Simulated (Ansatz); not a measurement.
## MgSe, space group Fm-3m: an equation of state with a fit

Run with Ansatz 0.2.0 through its Python package.

The script, `mgse_eos.py`:
```python
# -*- coding: utf-8 -*-
"""Bulk modulus of MgSe from an E(V) curve."""

import ansatz as az
import numpy as np
from pymatgen.analysis.eos import EOS

vectors0 = np.array([
    [0.0, 2.7255, 2.7255],
    [2.7255, 0.0, 2.7255],
    [2.7255, 2.7255, 0.0],
])
sites = [
    ("Mg", (0.0, 0.0, 0.0)),
    ("Se", (0.5, 0.5, 0.5)),
]


def build(cell):
    crystal = az.Crystal(lattice=az.Lattice.of(cell))
    for symbol, position in sites:
        crystal = crystal.atom(symbol, position)
    return crystal

# uniform scaling of the cell
volumes, energies, pressures = [], [], []
for scale in np.linspace(0.88, 1.12, 7):
    cell = vectors0 * scale ** (1 / 3)
    job = build(cell).calculation()
    job = job.functional(az.Functional.PBE).occupations("fixed")
    job = job.basis(500).kpoints(5, 5, 5)
    job = job.stress()
    summary = job.run(threads=1).report
    volumes.append(abs(np.linalg.det(cell)) / len(sites))
    energies.append(summary["free_energy_ev"] / len(sites))
    pressures.append(np.trace(summary["stress_gpa"]) / 3)
    print(f"V = {volumes[-1]:8.4f} A^3/atom  F = {energies[-1]:.5f} eV/atom  P = {pressures[-1]:8.3f} GPa")

for form in ["vinet", "pourier_tarantola"]:
    fit = EOS(eos_name=form).fit(volumes, energies)
    print(f"{form:18s} V0 {fit.v0:8.4f} A^3/atom  B0 {fit.b0_GPa:7.1f} GPa  B1 {fit.b1:5.2f}")
```

```console
$ python mgse_eos.py
V =  17.8165 A^3/atom  F = -3697.55846 eV/atom  P =   13.581 GPa
V =  18.6263 A^3/atom  F = -3697.61505 eV/atom  P =    8.970 GPa
V =  19.4361 A^3/atom  F = -3697.65058 eV/atom  P =    5.214 GPa
V =  20.2460 A^3/atom  F = -3697.66892 eV/atom  P =    2.144 GPa
V =  21.0558 A^3/atom  F = -3697.67319 eV/atom  P =   -0.370 GPa
V =  21.8656 A^3/atom  F = -3697.66594 eV/atom  P =   -2.431 GPa
V =  22.6755 A^3/atom  F = -3697.64923 eV/atom  P =   -4.122 GPa
vinet              V0  20.9249 A^3/atom  B0    60.7 GPa  B1  4.19
pourier_tarantola  V0  20.9232 A^3/atom  B0    60.7 GPa  B1  4.26
```

A third-order Birch-Murnaghan fit through the 7 points (the script's own form differs a little) has its minimum at 20.93 Å³ an atom, 3.4 % above the typed cell, with a bulk modulus of 61 GPa and dB/dP = 4.1. From that minimum the energy rises by 114.9 meV an atom on the compressed side and 24.1 meV on the expanded side.

What to keep in mind:
- Absolute energies stand on the zero of these potentials, so only differences at equal settings mean something.
- Of the deposited cell: the entry's cell lengths or inner coordinates differ somewhat from later room-temperature determinations.
- Pressure is positive in compression.
- The structure is a deposited one; some such entries were measured under pressure or heat, so a shift against it needn't be the functional's error alone.

(A comment or docstring line of the script was reworded after the run, the code is as it ran; lines on the test bed's own set-up are left out of the output.)
